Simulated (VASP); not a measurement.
## Ge: equation of state with PBEsol

Crystal: Ge.

```
CELL_PARAMETERS angstrom
4.05040 0.00000 0.00000
-2.02520 3.50775 0.00000
0.00000 0.00000 10.99336
ATOMIC_POSITIONS crystal
Ge 0.66667 0.33333 0.41485
Ge 0.33333 0.66667 0.91485
Ge 0.00000 0.00000 0.47745
Ge 0.00000 0.00000 0.97745
```

This isn't the form of Ge at room conditions, which is diamond.

```
Program                : VASP 6.6.1
Task                   : equation of state
Functional             : PBEsol
Potentials or basis    : VASP PAW PBE potentials, release 64 (Ge_d)
Cutoff                 : 520 eV
k mesh                 : 8 × 8 × 3
Occupations            : fermi-dirac, width 0.05 eV
Spin                   : no spin polarisation
Ladder                 : free
Further INCAR settings : ALGO = Normal; EDIFF = 1e-07; NBANDS = 36
```

* Equilibrium volume: 36.97 Å³/atom
* Bulk modulus at fixed shape and positions: 33 GPa
* Pressure derivative of the bulk modulus: 5.0

Energy against volume, from the lowest point:
```
volume (Å³/atom)  energy (meV/atom)
          36.705               0.00
          37.486               0.56
          38.267               4.27
          39.048              10.80
          39.829              19.79
          40.610              30.94
          41.391              44.01
```

All runs of the series together: 5.7 min on 1 thread of Intel(R) Xeon(R) 6975P-C (Granite Rapids) (shared host).

Caveat: the cell was scaled at fixed shape and fractional positions, which overstates the stiffness of a crystal with free parameters, most of all of layers and chains; the PAW data sets were made with another functional, which shifts forces and pressure a little.
